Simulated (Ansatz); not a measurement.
A (100) slab of TaN (Fm-3m (No. 225)), 6 planes, outer planes TaN (top) and TaN (bottom), with 12 atoms (Ta6N6) in a surface cell of A = 9.665 Å², as cut from the bulk:

```yaml
crystal:
  lattice:
    - [3.10882, 0.00000, 0.00000]
    - [0.00000, 3.10882, 0.00000]
    - [0.00000, 0.00000, 25.99133]
  atoms:
    - { symbol: Ta, position: [0.00000, 0.00000, 0.28856] }
    - { symbol: N, position: [0.50000, 0.50000, 0.28856] }
    - { symbol: Ta, position: [0.50000, 0.50000, 0.37313] }
    - { symbol: N, position: [0.00000, 0.00000, 0.37313] }
    - { symbol: Ta, position: [0.00000, 0.00000, 0.45771] }
    - { symbol: N, position: [0.50000, 0.50000, 0.45771] }
    - { symbol: Ta, position: [0.50000, 0.50000, 0.54229] }
    - { symbol: N, position: [0.00000, 0.00000, 0.54229] }
    - { symbol: Ta, position: [0.00000, 0.00000, 0.62687] }
    - { symbol: N, position: [0.50000, 0.50000, 0.62687] }
    - { symbol: Ta, position: [0.50000, 0.50000, 0.71144] }
    - { symbol: N, position: [0.00000, 0.00000, 0.71144] }
```

Theory: Ansatz, DFT r2SCAN, scalar-relativistic, plane waves, PAW. Cutoff 500 eV; k points 11×11×1 on the computed 12-atom cell (Γ-centred); Gaussian smearing, width 0.10 eV; no spin polarisation.

Against the same 12 atoms in the bulk, the slab as cut lies 2.207 eV higher and the relaxed slab 0.753 eV higher.

Q: Work out the surface energy before and after relaxation.

A: The slab has two faces, so γ = (E_slab − N·E_bulk)/(2A), the mean of both. As cut: 2.207/(2 × 9.665) = 0.1142 eV/Å², and 1 eV/Å² = 16.02 J/m², so γ = 1.83 J/m². Relaxed: 0.753/(2 × 9.665) = 0.0390 eV/Å² = 0.62 J/m². Relaxation recovers 66 % of the cost of cutting.

Q: What is the ideal work of this cut, per area?

A: Griffith's ideal work is 2γ: 3.66 J/m² if the new faces stay rigid, 1.25 J/m² if they relax. One thickness was run, 6 planes, so γ can still shift with it.

The reference crystal is the rock-salt form of TaN, which isn't its usual structure.